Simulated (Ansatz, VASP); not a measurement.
**GaN: VASP beside Ansatz**

INCAR

```
SYSTEM = GaN
  PREC = Accurate
  ENCUT = 600
  EDIFF = 1E-6
  ISMEAR = -1
  SIGMA = 0.08
  LREAL = .False.
  LASPH = .True.
  NELM = 60
  ALGO = Normal
  ISIF = 3
  LWAVE = .False.
  LCHARG = .False.
  GGA = PS
  IBRION = 2
  NSW = 100
  EDIFFG = -0.002
```

Contents of KPOINTS:

```
regular mesh
0
Gamma
  12 12 12
  0 0 0
```

The input POSCAR:

```
GaN
1.0
    0.0000000000      2.2535006075      2.2535006075
    2.2535006075      0.0000000000      2.2535006075
    2.2535006075      2.2535006075      0.0000000000
Ga N
1 1
Direct
    0.0000000000      0.0000000000      0.0000000000
    0.2500000000      0.2500000000      0.2500000000
```

Input for Ansatz:

```yaml
crystal:
  lattice:
    - [0.0, 2.2535006075, 2.2535006075]
    - [2.2535006075, 0.0, 2.2535006075]
    - [2.2535006075, 2.2535006075, 0.0]
  atoms:
    - { symbol: Ga, position: [0.0, 0.0, 0.0] }
    - { symbol: "N", position: [0.25, 0.25, 0.25] }
kpoints:
  mp_grid: { grid: [12, 12, 12] }
scf:
  occupations: { method: fermi_dirac, width: 0.08 }
hamiltonian:
  xc: pbesol
  pseudopotentials: { kind: paw }
relax:
  f_tol: 0.002
  max_steps: 80
  cell: {}
output:
  forces: true
  stress: true
```

Alike in both runs: task relaxation of cell and atoms; functional PBEsol; k mesh 12 × 12 × 12; occupations fermi-dirac, width 0.08 eV; no spin polarisation.

|  | VASP | Ansatz |
| --- | --- | --- |
| version | VASP 6.6.1 | Ansatz 0.2.0 |
| potentials or method | VASP PAW PBE potentials, release 64 (Ga_d, N) | PAW with Ansatz's default frozen-core files, scalar-relativistic |
| plane-wave cutoff (eV) | 600 | 420 |
| valence electrons in the cell | 18 | 18 |

|  | VASP | Ansatz | Ansatz less VASP |
| --- | --- | --- | --- |
| relaxed volume (Å³/atom) | 11.35 | 11.38 | +0.025 |
| relaxed cell length with the largest relative difference (Å) | 3.178 | 3.181 | +0.0023 |

Caveats: the PAW data sets were made with another functional, which shifts forces and pressure a little (VASP).
